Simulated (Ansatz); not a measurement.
## SiO2: enthalpy against pressure

SiO2, P6_322, a = 5.036 Å, c = 8.565 Å. This isn't the usual stable structure of the compound. Ansatz: r2SCAN, PAW, 500 eV, Γ-centred 6×6×4 mesh on 12 atoms, Gaussian smearing 0.02 eV; no spin polarisation. Cell and atoms are relaxed at each pressure, and no other structure is tried, so the rows at high pressure may lie past a change of phase. y is the enthalpy over the state at zero pressure; there V0 = 15.677 Å³/atom. The pressures are the targets, met within 0.05 GPa.

```
P (GPa) y (eV/atom)
   -3.0            ?
    0.0       0.0000
    3.0       0.2822
    8.0       0.7179
   15.0       1.2861
   30.0       2.4099
```

Task: Fit y = c1 P + c2 P² + c3 P³ to the other rows, say what c1 and c2 mean, and predict the missing value.

Result: Least squares on the rows shown. y = 0.095977 P − 0.00084709 P² + 1.0852×10⁻⁵ P³. Since dH/dP = V, c1 is V0: 0.095977 eV/GPa × 160.2 = 15.376 Å³ against 15.677; c2 = −V0/(2B0) gives B0 = 57 GPa, where a Birch–Murnaghan fit to the volumes of the same runs (not shown) gives 38 GPa: a cubic over this range folds the higher terms into c2. Above P = −c2/(3 c3) = 26 GPa the cubic's slope, the volume, would rise with pressure, so the form fails there. At P = -3.0 the fit asked for gives -0.2958 eV/atom. The run gave -0.3085 eV/atom, so the fit is 0.0127 eV/atom too high, 0.47 % of the span of the series, against an rms of 0.0010 eV/atom on the fitted rows. The row lies outside the fitted range. With a term in P⁴ added, a fit to the same known rows (none to spare) predicts -0.3046 eV/atom, so most of the miss is curvature that the known rows already hold.